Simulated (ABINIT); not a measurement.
Fe:

```
Fe
1.0
    -1.44300    1.44300    1.44300
     1.44300   -1.44300    1.44300
     1.44300    1.44300   -1.44300
Fe
1
Direct
  0.00000 0.00000 0.00000
```

Program: ABINIT 10.8.3 (patched build). Alike in all runs: spin collinear, ferromagnetic start; cell as given; smearing fermi-dirac 0.05 eV. Hardware: 1 thread of Arm Neoverse V1 (shared host).

Order these runs on this cell by their wall time, lowest first.
A. task single point; level LDA; potentials or basis JTH PAW LDA v2.0; k mesh 10 × 10 × 10; cutoff (eV) 463; fine-grid cutoff 925.187 eV; mesh quality not flagged
B. task single point; level LDA; potentials or basis JTH PAW LDA v2.0; k mesh 5 × 5 × 5; cutoff (eV) 463; fine-grid cutoff 925.187 eV; mesh quality coarse
C. task band structure; level SOGGA; potentials or basis JTH PAW PBE v2.0; k mesh 13 × 13 × 13; cutoff (eV) 707; fine-grid cutoff 1306.15 eV; mesh quality not flagged

B (3.6 s), A (12 s), C (59 s).

Caveats: some runs use coarse meshes.

Runs at the PBE level aren't shown here.
